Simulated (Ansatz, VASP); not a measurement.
## Cross-check of Al3InAs4 (ordered alloy, x = 0.25, built in the cubic cell of 8 atoms (invented)) between VASP and Ansatz

One calculation is typed for both programs; each brings its own data sets. How far apart do they land? The cell is generated by rule, not measured, and may not be a known phase. The cell is taken from a series of runs on this material, whose earlier steps may have relaxed, scaled, displaced or heated it; both programs get it as it stands.

Calculated with Ansatz 0.2.0; plane waves, with VASP 6.6.1 beside it; r2SCAN.

**1. The starting structure**

The structure is cubic, space group P-43m (No. 215). The conventional cell has a = 5.780 Å, b = 5.780 Å, c = 5.780 Å, α = 90.00°, β = 90.00°, γ = 90.00°. Nearest to In lie 4 As at 2.61 Å. Al has 4 As at 2.47 Å nearest. Nearest to As lie 3 Al at 2.47 Å and 1 In at 2.61 Å. Farther neighbours are not listed.

Coordinates:

```xyz
8
Lattice="5.7798 0.0000 0.0000 0.0000 5.7798 0.0000 0.0000 0.0000 5.7798" Properties=species:S:1:pos:R:3 pbc="T T T"
In    0.0000    0.0000    0.0000
Al    0.0000    2.8899    2.8899
Al    2.8899    0.0000    2.8899
Al    2.8899    2.8899    0.0000
As    1.5057    1.5057    1.5057
As    1.5057    4.2741    4.2741
As    4.2741    1.5057    4.2741
As    4.2741    4.2741    1.5057
```

**2. VASP: relaxation of cell and atoms, r2SCAN**

The relaxed volume is the usual yardstick between codes: in a stiff, nearly cubic crystal its relative difference is about their pressure difference at one cell divided by the bulk modulus.

Lines of VASP's logs that name or quote its potential files are left out, and so is its time.

File INCAR:

```
SYSTEM = Al3InAs4
PREC = Accurate
ENCUT = 550
EDIFF = 1E-07
NELM = 120
ISMEAR = 0
SIGMA = 0.02
LREAL = .FALSE.
ALGO = Normal
METAGGA = R2SCAN
LASPH = .TRUE.
NBANDS = 29
LORBIT = 11
LWAVE = .FALSE.
LCHARG = .FALSE.
ISIF = 3
IBRION = 2
NSW = 80
EDIFFG = -0.005
GGA_COMPAT = .FALSE.
NELMIN = 4
EFERMI = MIDGAP
LMIXTAU = .TRUE.
KPAR = 2
```

File POSCAR:

```
Al3InAs4
1.0
    5.7797770000      0.0000000000      0.0000000000
    0.0000000000      5.7797770000      0.0000000000
    0.0000000000      0.0000000000      5.7797770000
In Al As
1 3 4
Direct
    0.0000000000      0.0000000000      0.0000000000
    0.0000000000      0.5000000865      0.5000000865
    0.5000000865      0.0000000000      0.5000000865
    0.5000000865      0.5000000865      0.0000000000
    0.2605112619      0.2605112619      0.2605112619
    0.2605112619      0.7394889111      0.7394889111
    0.7394889111      0.2605112619      0.7394889111
    0.7394889111      0.7394889111      0.2605112619
```

File KPOINTS:

```
Automatic mesh
0
Gamma
4 4 4
0 0 0
```

PAW data sets: In_d, Al and As (PBE family, release 64).

Started as:

```sh
> mpirun -np 2 vasp_std
```

Numbers of over 12 decimals in the logs are rounded to 6 here.

What it wrote:

```text
[banner, memory and clock lines left out]
running    2 mpi-ranks, on    1 nodes
 distrk:  each k-point on    1 cores,    2 groups
 distr:  one band on    1 cores,    1 groups

 POSCAR found type information on POSCAR InAlAs
 POSCAR found :  3 types and       8 ions
|                                                                             |
|               ----> ADVICE to this user running VASP <----                  |
|                                                                             |
|     You enforced a specific xc type in the INCAR file but a different       |
|     [... a line on the potential file left out ...]
|     I HOPE YOU KNOW WHAT YOU ARE DOING!                                     |
|                                                                             |

 LDA part: xc-table for (None), standard interpolation
 POSCAR, INCAR and KPOINTS ok, starting setup
 FFT: planning ... GRIDC
 FFT: planning ... GRID_SOFT
 FFT: planning ... GRID
 WAVECAR not read
 entering main loop
       N       E                     dE             d eps       ncg     rms          rms(c)
DAV:   1     0.195863230030E+03    0.19586E+03   -0.17766E+04   580   0.137E+03
DAV:   2    -0.801470260780E+02   -0.27601E+03   -0.26218E+03   621   0.296E+02
DAV:   3    -0.111816199836E+03   -0.31669E+02   -0.31087E+02   719   0.103E+02
DAV:   4    -0.113153582733E+03   -0.13374E+01   -0.13325E+01   721   0.219E+01
DAV:   5    -0.113210796608E+03   -0.57214E-01   -0.57195E-01   913   0.451E+00    0.984E+00
DAV:   6    -0.107665945139E+03    0.55449E+01   -0.38790E+00   815   0.258E+01    0.545E+00
DAV:   7    -0.104938202398E+03    0.27277E+01   -0.11627E+00   645   0.764E+00    0.227E+00
DAV:   8    -0.105923022662E+03   -0.98482E+00   -0.10759E+00   640   0.661E+00    0.166E+00
DAV:   9    -0.105951636097E+03   -0.28613E-01   -0.16918E-01   630   0.281E+00    0.641E-01
DAV:  10    -0.106035781567E+03   -0.84145E-01   -0.11477E-01   630   0.252E+00    0.338E-01
DAV:  11    -0.106048644964E+03   -0.12863E-01   -0.21097E-02   671   0.112E+00    0.166E-01
DAV:  12    -0.106053480060E+03   -0.48351E-02   -0.35374E-03   656   0.465E-01    0.106E-01
DAV:  13    -0.106051516131E+03    0.19639E-02   -0.17168E-03   645   0.380E-01    0.105E-01
DAV:  14    -0.106052446881E+03   -0.93075E-03   -0.16443E-03   635   0.388E-01    0.334E-02
DAV:  15    -0.106053588635E+03   -0.11418E-02   -0.47754E-04   640   0.177E-01    0.986E-03
DAV:  16    -0.106053592901E+03   -0.42666E-05   -0.66657E-05   755   0.672E-02    0.144E-02
DAV:  17    -0.106053619112E+03   -0.26210E-04   -0.51020E-06   807   0.135E-02    0.193E-02
DAV:  18    -0.106053619887E+03   -0.77493E-06   -0.28131E-07   726   0.256E-03    0.221E-02
DAV:  19    -0.106053660661E+03   -0.40775E-04   -0.22683E-05   646   0.398E-02    0.151E-02
DAV:  20    -0.106053664534E+03   -0.38731E-05   -0.35808E-06   650   0.176E-02    0.215E-02
DAV:  21    -0.106053664453E+03    0.81468E-07   -0.14971E-06   640   0.136E-02    0.238E-02
DAV:  22    -0.106053665251E+03   -0.79779E-06   -0.11376E-06   630   0.923E-03    0.310E-02
DAV:  23    -0.106053665880E+03   -0.62904E-06   -0.29000E-07   591   0.377E-03    0.366E-02
DAV:  24    -0.106053665882E+03   -0.21619E-08   -0.11566E-08   385   0.100E-03
   1 F= -.10605367E+03 E0= -.10605367E+03  d E =-.106054E+03
 curvature:   0.00 expect dE= 0.000E+00 dE for cont linesearch  0.000E+00
 trial: gam= 0.00000 g(F)=  0.161E-04 g(S)=  0.454E-04 ort = 0.000E+00 (trialstep = 0.100E+01)
 search vector abs. value=  0.615E-04
 bond charge predicted
       N       E                     dE             d eps       ncg     rms          rms(c)
DAV:   1    -0.106053814676E+03   -0.14880E-03   -0.44379E-03   815   0.770E-01    0.983E-02
DAV:   2    -0.106053705849E+03    0.10883E-03   -0.32590E-04   799   0.274E-01    0.430E-02
DAV:   3    -0.106053682160E+03    0.23689E-04   -0.91639E-05   780   0.127E-01    0.106E-02
DAV:   4    -0.106053693824E+03   -0.11664E-04   -0.15658E-05   610   0.269E-02    0.985E-03
DAV:   5    -0.106053691009E+03    0.28151E-05   -0.46631E-06   620   0.153E-02    0.682E-03
DAV:   6    -0.106053694331E+03   -0.33227E-05   -0.85650E-06   595   0.215E-02    0.350E-03
DAV:   7    -0.106053695844E+03   -0.15125E-05   -0.54876E-07   636   0.512E-03    0.222E-03
DAV:   8    -0.106053695911E+03   -0.67553E-07   -0.33176E-07   520   0.453E-03
   2 F= -.10605370E+03 E0= -.10605370E+03  d E =-.300295E-04
 trial-energy change:   -0.000030  1 .order   -0.000018   -0.000061    0.000025
 step:   0.8281(harm=  0.7125)  dis= 0.00021  next Energy=  -106.053698 (dE=-0.321E-04)
 reached required accuracy - stopping structural energy minimisation
```

From OUTCAR (step 2):

```text
ion  position               nearest neighbor table
   1  0.000  0.000  0.000-   6 2.61   7 2.61   8 2.61   5 2.61
   2  0.000  0.500  0.500-   7 2.47   8 2.47   6 2.47   5 2.47
   3  0.500  0.000  0.500-   6 2.47   8 2.47   7 2.47   5 2.47
   4  0.500  0.500  0.000-   6 2.47   7 2.47   8 2.47   5 2.47
   5  0.261  0.261  0.261-   2 2.47   3 2.47   4 2.47   1 2.61
   6  0.261  0.739  0.739-   3 2.47   4 2.47   2 2.47   1 2.61
   7  0.739  0.261  0.739-   2 2.47   4 2.47   3 2.47   1 2.61
   8  0.739  0.739  0.261-   2 2.47   3 2.47   4 2.47   1 2.61

  LATTYP: Found a simple cubic cell.
 ALAT       =     5.7797770000

 Subroutine GETGRP returns: Found 24 space group operations
 (whereof 24 operations were pure point group operations)

The static configuration has the point symmetry T_d .

 Found     10 irreducible k-points:

   k-points           NKPTS =     10   k-points in BZ     NKDIM =     10   number of bands    NBANDS=     29

   dimension x,y,z NGX =    48 NGY =   48 NGZ =   48
   dimension x,y,z NGXF=    96 NGYF=   96 NGZF=   96

   ENCUT  =  550.0 eV  40.42 Ry    6.36 a.u.  11.05 11.05 11.05*2*pi/ulx,y,z

   NELECT =      42.0000    total number of electrons

 k-points in reciprocal lattice and weights: Automatic mesh
   0.00000000  0.00000000  0.00000000       0.016
   0.25000000  0.00000000  0.00000000       0.094
   0.50000000  0.00000000  0.00000000       0.047
   0.25000000  0.25000000  0.00000000       0.188
   0.50000000  0.25000000  0.00000000       0.188
   0.50000000  0.50000000  0.00000000       0.047
   0.25000000  0.25000000  0.25000000       0.125
   0.50000000  0.25000000  0.25000000       0.188
   0.50000000  0.50000000  0.25000000       0.094
   0.50000000  0.50000000  0.50000000       0.016

 average (electrostatic) potential at core
       1-102.3393       2 -79.3133       3 -79.3133       4 -79.3133       5 -54.1512
       6 -54.1512       7 -54.1512       8 -54.1512

 E-fermi :   4.6873

 k-point     1 :       0.0000    0.0000    0.0000
  band No.  band energies     occupation
    ...
     17       1.5589      2.00000
     18       1.5589      2.00000
     19       3.7430      2.00000
     20       3.7430      2.00000
     21       3.7430      2.00000
     22       5.6317      0.00000
     23       5.6576      0.00000
     24       5.6576      0.00000
     25       5.6576      0.00000
     26       5.8194      0.00000
    ...

 k-point     2 :       0.2500    0.0000    0.0000
  band No.  band energies     occupation
    ...
     17       1.7323      2.00000
     18       1.7323      2.00000
     19       2.3644      2.00000
     20       3.2935      2.00000
     21       3.2935      2.00000
     22       5.8596      0.00000
     23       6.5092      0.00000
     24       6.6147      0.00000
     25       6.6147      0.00000
     26       7.1010      0.00000
    ...

 k-point     3 :       0.5000    0.0000    0.0000
  band No.  band energies     occupation
    ...
     17       0.8681      2.00000
     18       2.2071      2.00000
     19       2.2071      2.00000
     20       2.6010      2.00000
     21       2.6010      2.00000
     22       6.4933      0.00000
     23       6.7576      0.00000
     24       7.5433      0.00000
     25       7.6726      0.00000
     26       8.4019      0.00000
    ...

  Total        0.0361412      0.0361412      0.0361412      0.0000000     -0.0000000      0.0000000
  in kB        0.3001742      0.3001742      0.3001742      0.0000000     -0.0000000      0.0000000
  external PRESSURE =       0.3001742 kB  Pullay stress =       0.0000000 kB

  energy-cutoff  :      550.00
  volume of cell :      192.90
      direct lattice vectors                 reciprocal lattice vectors
     5.778030605 -0.000000000  0.000000000     0.173069350 -0.000000000 -0.000000000
     0.000000000  5.778030605 -0.000000000     0.000000000  0.173069350 -0.000000000
     0.000000000  0.000000000  5.778030605    -0.000000000  0.000000000  0.173069350

 POSITION                                       TOTAL-FORCE (eV/Angst)
 -----------------------------------------------------------------------------------
      5.77803      0.00000      5.77803         0.000000     -0.000000     -0.000000
      0.00000      2.88902      2.88902        -0.000000     -0.000000     -0.000000
      2.88902      5.77803      2.88902        -0.000000     -0.000000     -0.000000
      2.88902      2.88902      5.77803        -0.000000     -0.000000     -0.000000
      1.50550      1.50550      1.50550         0.002605      0.002605      0.002605
      1.50550      4.27254      4.27254         0.002605     -0.002605     -0.002605
      4.27254      1.50550      4.27254        -0.002605      0.002605     -0.002605
      4.27254      4.27254      1.50550        -0.002605     -0.002605      0.002605
 -----------------------------------------------------------------------------------
    total drift:                               -0.000372     -0.000372     -0.000372

  FREE ENERGIE OF THE ION-ELECTRON SYSTEM (eV)
  ---------------------------------------------------
  free  energy   TOTEN  =      -106.0536959114 eV

  energy  without entropy=     -106.0536959114  energy(sigma->0) =     -106.05369591

 reached required accuracy - stopping structural energy minimisation

 total charge
# of ion       s       p       d       tot
------------------------------------------
    1        0.833   0.792   9.891  11.516
    2        0.397   0.367   0.000   0.765
    3        0.397   0.367   0.000   0.765
    4        0.397   0.367   0.000   0.765
    5        1.194   1.697   0.024   2.915
    6        1.194   1.697   0.024   2.915
    7        1.194   1.697   0.024   2.915
    8        1.194   1.697   0.024   2.915
--------------------------------------------------
tot          6.800   8.681   9.988  25.469

[... 3 further parts left out ...]
```

CONTCAR:

```
Al3InAs4
   1.00000000000000
     5.7780306051461086   -0.0000000000000000    0.0000000000000000
     0.0000000000000000    5.7780306051461086   -0.0000000000000000
     0.0000000000000000    0.0000000000000000    5.7780306051461086
  In              Al              As
     1     3     4
Direct
     1.0000000000000000    0.0000000000000000    1.0000000000000000
     0.0000000000000000    0.5000000865000018    0.5000000865000018
     0.5000000865000018    1.0000000000000000    0.5000000865000018
     0.5000000865000018    0.5000000865000018    1.0000000000000000
     0.2605552407312348    0.2605552407312348    0.2605552407312348
     0.2605552407312348    0.7394449322687617    0.7394449322687617
     0.7394449322687617    0.2605552407312348    0.7394449322687617
     0.7394449322687617    0.7394449322687617    0.2605552407312348
```

The run keeps the 24 symmetry operations of its start, so it cannot find a distortion of lower symmetry.

[end of part 1 of 2]

[Lines on the potential files, build, host, timing and source positions are cut from VASP's logs without a mark.]

[Logs are printed without paths, hosts, clocks, repeated set-up lines and the standing remarks that a program may print on its own settings, such as how far it seeks lower states.]

[Hosts, paths, dates, database ids (printed as entryN), source tags and the programs' standing remarks are cut or masked in the printed files.]
